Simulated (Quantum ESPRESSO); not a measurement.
# ZnO (Cmmm) in Quantum ESPRESSO: convergence with k mesh

Aim: find how far k mesh must go before the results for ZnO settle, at PBE. This setting moves, with any that are tied to it; all else stays.

Program: Quantum ESPRESSO 7.5. These are calculated values, not measurements. Logs are shortened: lines on timing, memory, paths and dates and some standing lists are left out, and cuts for length are marked.

### 1 Starting point

The structure is orthorhombic, space group Cmmm (No. 65). Conventional cell: a = 2.866 Å, b = 7.054 Å, c = 2.838 Å, α = 90.00°, β = 90.00°, γ = 90.00°. Around Zn (site symmetry mmm) lie 4 O at 2.02 Å. O (site symmetry mmm) has 4 Zn at 2.02 Å as nearest neighbours.

The cell was built by a generator and needn't be a form met in nature.

### 2 With k mesh 2 × 2 × 1

File pw.in:

```
&CONTROL
  calculation = 'scf'
  prefix = 'pwscf'
  outdir = './tmp'
  pseudo_dir = './pseudo'
  tprnfor = .true.
  tstress = .true.
  disk_io = 'nowf'
/
&SYSTEM
  ibrav = 0
  nat = 2
  ntyp = 2
  ecutwfc = 91
  nbnd = 20
  occupations = 'smearing'
  smearing = 'mv'
  degauss = 0.00734986
/
&ELECTRONS
  conv_thr = 4d-10
  electron_maxstep = 120
  mixing_beta = 0.5
/
ATOMIC_SPECIES
Zn    65.3800 Zn.upf
O     15.9990 O.upf
CELL_PARAMETERS angstrom
   1.4332300000   -3.5270800000    0.0000000000
   1.4332300000    3.5270800000    0.0000000000
   0.0000000000    0.0000000000    2.8384900000
ATOMIC_POSITIONS crystal
Zn     0.0000000000    0.0000000000    0.0000000000
O      0.5000000000    0.5000000000    0.5000000000
K_POINTS automatic
2 2 1 0 0 0
```

Potentials or basis: Ansatz NC SR PBE.

Run with:

```console
> OMP_NUM_THREADS=1 pw.x -in pw.in > pw.out
```

Run time: 8.1 s. Hardware: 1 thread of Arm Neoverse N1, shared host; peak memory 0.06 GiB.

Results:

| Property | Result |
| --- | --- |
| Free energy | -6149.9306 eV |
| Pressure | -0.5 GPa |
| Band gap on the k mesh | none (metal or under the smearing width) |

### 3 With k mesh 3 × 3 × 3

pw.in: that of step 2 with these lines changed.

```diff
@@ -35,2 +35,2 @@
 K_POINTS automatic
-2 2 1 0 0 0
+3 3 3 0 0 0
```

Potentials or basis: Ansatz NC SR PBE.

Run with:

```console
> OMP_NUM_THREADS=1 pw.x -in pw.in > pw.out
```

It took 17 s on 1 thread of Arm Neoverse N1, shared host; peak memory 0.06 GiB.

Results:

| Quantity | Value |
| --- | --- |
| Free energy | -6151.2889 eV |
| Pressure | -0.3 GPa |
| Band gap on the k mesh | 0.39 eV, indirect (least direct gap 2.30 eV) |

### 4 With k mesh 4 × 4 × 4

pw.in: that of step 3 with these lines changed.

```diff
@@ -35,2 +35,2 @@
 K_POINTS automatic
-3 3 3 0 0 0
+4 4 4 0 0 0
```

Run with:

```console
> OMP_NUM_THREADS=1 pw.x -in pw.in > pw.out
```

Run time: 41 s. Hardware: 1 thread of Arm Neoverse N1, shared host; peak memory 0.07 GiB.

Results:

| Item | Value |
| --- | --- |
| Free energy | -6151.3927 eV |
| Pressure | -0.2 GPa |
| Band gap on the k mesh | none (metal or under the smearing width) |

### 5 With k mesh 6 × 6 × 5

pw.in: that of step 4 with these lines changed.

```diff
@@ -35,2 +35,2 @@
 K_POINTS automatic
-4 4 4 0 0 0
+6 6 5 0 0 0
```

Run with:

```console
> OMP_NUM_THREADS=1 pw.x -in pw.in > pw.out
```

Run time: 77 s. Hardware: 1 thread of Arm Neoverse N1, shared host; peak memory 0.09 GiB.

What came out:

```yaml
Free_energy: -6151.4230 eV
Pressure: -0.2 GPa
Band_gap_on_the_k_mesh: none (metal or under the smearing width)
```

### 6 With k mesh 8 × 8 × 7

pw.in: that of step 5 with these lines changed.

```diff
@@ -35,2 +35,2 @@
 K_POINTS automatic
-6 6 5 0 0 0
+8 8 7 0 0 0
```

Potentials or basis: Ansatz NC SR PBE.

Run with:

```console
> OMP_NUM_THREADS=1 pw.x -in pw.in > pw.out
```

Wall time 3 min (1 thread of Arm Neoverse N1, shared host); peak memory 0.13 GiB.

It converged, with:

| Quantity | Value |
| --- | --- |
| Free energy | -6151.4281 eV |
| Pressure | -0.2 GPa |
| Band gap on the k mesh | none (metal or under the smearing width) |

### 7 With k mesh 9 × 9 × 8

pw.in: that of step 6 with these lines changed.

```diff
@@ -35,2 +35,2 @@
 K_POINTS automatic
-8 8 7 0 0 0
+9 9 8 0 0 0
```

Run with:

```console
> OMP_NUM_THREADS=1 pw.x -in pw.in > pw.out
```

Run time: 4.4 min. Hardware: 1 thread of Arm Neoverse N1, shared host; peak memory 0.17 GiB.

The run converged. Its results:

| Item | Value |
| --- | --- |
| Free energy | -6151.4283 eV |
| Pressure | -0.2 GPa |
| Band gap on the k mesh | none (metal or under the smearing width) |

### 8 With k mesh 10 × 10 × 9

pw.in: that of step 7 with these lines changed.

```diff
@@ -35,2 +35,2 @@
 K_POINTS automatic
-9 9 8 0 0 0
+10 10 9 0 0 0
```

Run with:

```console
> OMP_NUM_THREADS=1 pw.x -in pw.in > pw.out
```

Run time: 5.4 min. Hardware: 1 thread of Arm Neoverse N1, shared host; peak memory 0.19 GiB.

Results (log left out):

| Property | Result |
| --- | --- |
| Free energy | -6151.4286 eV |
| Pressure | -0.2 GPa |
| Band gap on the k mesh | none (metal or under the smearing width) |

### 9 With k mesh 12 × 12 × 11

pw.in: that of step 8 with these lines changed.

```diff
@@ -35,2 +35,2 @@
 K_POINTS automatic
-10 10 9 0 0 0
+12 12 11 0 0 0
```

Potentials or basis: Ansatz NC SR PBE.

Run with:

```console
> OMP_NUM_THREADS=1 pw.x -in pw.in > pw.out
```

pw.out:

```text
[... set-up lines left out ...]
     Self-consistent Calculation

     iteration #  1     ecut=    91.00 Ry     beta= 0.50
     Davidson diagonalization with overlap
     ethr =  1.00E-02,  avg # of iterations =  5.3

     total energy              =    -451.93147181 Ry
     estimated scf accuracy    <       0.52223050 Ry

     iteration #  2     ecut=    91.00 Ry     beta= 0.50
     Davidson diagonalization with overlap
     ethr =  2.01E-03,  avg # of iterations =  2.0

     total energy              =    -452.07667172 Ry
     estimated scf accuracy    <       0.24404146 Ry

     iteration #  3     ecut=    91.00 Ry     beta= 0.50
     Davidson diagonalization with overlap
     ethr =  9.39E-04,  avg # of iterations =  2.0

     total energy              =    -452.12094535 Ry
     estimated scf accuracy    <       0.00534423 Ry

     iteration #  4     ecut=    91.00 Ry     beta= 0.50
     Davidson diagonalization with overlap
     ethr =  2.06E-05,  avg # of iterations =  3.3

     total energy              =    -452.12158443 Ry
     estimated scf accuracy    <       0.00117470 Ry

     iteration #  5     ecut=    91.00 Ry     beta= 0.50
     Davidson diagonalization with overlap
     ethr =  4.52E-06,  avg # of iterations =  1.4

     total energy              =    -452.12165178 Ry
     estimated scf accuracy    <       0.00004508 Ry

     iteration #  6     ecut=    91.00 Ry     beta= 0.50
     Davidson diagonalization with overlap
     ethr =  1.73E-07,  avg # of iterations =  2.1

     total energy              =    -452.12166137 Ry
     estimated scf accuracy    <       0.00001114 Ry

     iteration #  7     ecut=    91.00 Ry     beta= 0.50
     Davidson diagonalization with overlap
     ethr =  4.29E-08,  avg # of iterations =  2.0

     total energy              =    -452.12166303 Ry
     estimated scf accuracy    <       0.00000309 Ry

     iteration #  8     ecut=    91.00 Ry     beta= 0.50
     Davidson diagonalization with overlap
     ethr =  1.19E-08,  avg # of iterations =  2.0

     total energy              =    -452.12166344 Ry
     estimated scf accuracy    <       0.00000004 Ry

     iteration #  9     ecut=    91.00 Ry     beta= 0.50
     Davidson diagonalization with overlap
     ethr =  1.50E-10,  avg # of iterations =  2.0

     total energy              =    -452.12166345 Ry
     estimated scf accuracy    <          8.0E-09 Ry

     iteration # 10     ecut=    91.00 Ry     beta= 0.50
     Davidson diagonalization with overlap
     ethr =  3.07E-11,  avg # of iterations =  2.0

     total energy              =    -452.12166345 Ry
     estimated scf accuracy    <          1.1E-09 Ry

     iteration # 11     ecut=    91.00 Ry     beta= 0.50
     Davidson diagonalization with overlap
     ethr =  4.10E-12,  avg # of iterations =  2.0

     End of self-consistent calculation

     Number of k-points >= 100: set verbosity='high' to print the bands.

     the Fermi energy is     8.0092 ev

!    total energy              =    -452.12166345 Ry
     estimated scf accuracy    <          1.5E-11 Ry
     smearing contrib. (-TS)   =       0.00003569 Ry
     internal energy E=F+TS    =    -452.12169915 Ry

     The total energy is F=E-TS. E is the sum of the following terms:
     one-electron contribution =    -359.43835712 Ry
     hartree contribution      =     186.71825635 Ry
     xc contribution           =     -54.36970724 Ry
     ewald contribution        =    -225.03189114 Ry

     convergence has been achieved in  11 iterations

     Forces acting on atoms (cartesian axes, Ry/au):

     atom    1 type  1   force =     0.00000000    0.00000000    0.00000000
     atom    2 type  2   force =     0.00000000    0.00000000    0.00000000

     Total force =     0.000000     Total SCF correction =     0.000000

     Computing stress (Cartesian axis) and pressure

          total   stress  (Ry/bohr**3)                   (kbar)     P=       -2.42
  -0.00002420  -0.00000000   0.00000000           -3.56       -0.00        0.00
  -0.00000000  -0.00000082   0.00000000           -0.00       -0.12        0.00
   0.00000000   0.00000000  -0.00002435            0.00        0.00       -3.58

=------------------------------------------------------------------------------=
   JOB DONE.
=------------------------------------------------------------------------------=
```

Run time: 9.1 min. Hardware: 1 thread of Arm Neoverse N1, shared host; peak memory 0.28 GiB.

What came out:

```yaml
Free_energy: -6151.4286 eV
Pressure: -0.2 GPa
Band_gap_on_the_k_mesh: none (metal or under the smearing width)
```

### 10 With k mesh 14 × 14 × 13

pw.in: that of step 9 with these lines changed.

```diff
@@ -35,2 +35,2 @@
 K_POINTS automatic
-12 12 11 0 0 0
+14 14 13 0 0 0
```

Run with:

```console
> OMP_NUM_THREADS=1 pw.x -in pw.in > pw.out
```

Run time: 11 min. Hardware: 1 thread of Arm Neoverse N1, shared host.

The calculation hadn't finished when its time ran out.

### 11 Summary

```csv
k mesh,"energy less the tightest run, at zero smearing (meV/atom)",pressure (GPa),gap on the mesh (eV),SCF cycles,CPU time (s),peak memory (GiB)
2 × 2 × 1,748.99,-0.48,0.000,12,8.1,0.06
3 × 3 × 3,69.87,-0.31,0.389,11,17,0.06
4 × 4 × 4,17.98,-0.21,0.000,10,41,0.07
6 × 6 × 5,2.82,-0.24,0.000,10,77,0.09
8 × 8 × 7,0.26,-0.24,0.000,11,180,0.13
9 × 9 × 8,0.15,-0.24,0.000,11,270,0.17
10 × 10 × 9,0.03,-0.24,0.000,11,320,0.19
12 × 12 × 11,0.00,-0.24,0.000,11,550,0.28
14 × 14 × 13,timed out after 680 s,-,-,-,-,-
```

Against the tightest run, the energy stays within 1 meV/atom from 8 × 8 × 7 on; the pressure stays within 0.1 GPa from 3 × 3 × 3 on; the gap on the mesh stays within 0.01 eV from 4 × 4 × 4 on. Meshes of other sizes hit other points, so gaps and Fermi surfaces needn't settle smoothly. The tightest run that finished is the yardstick and may itself not be fully converged.
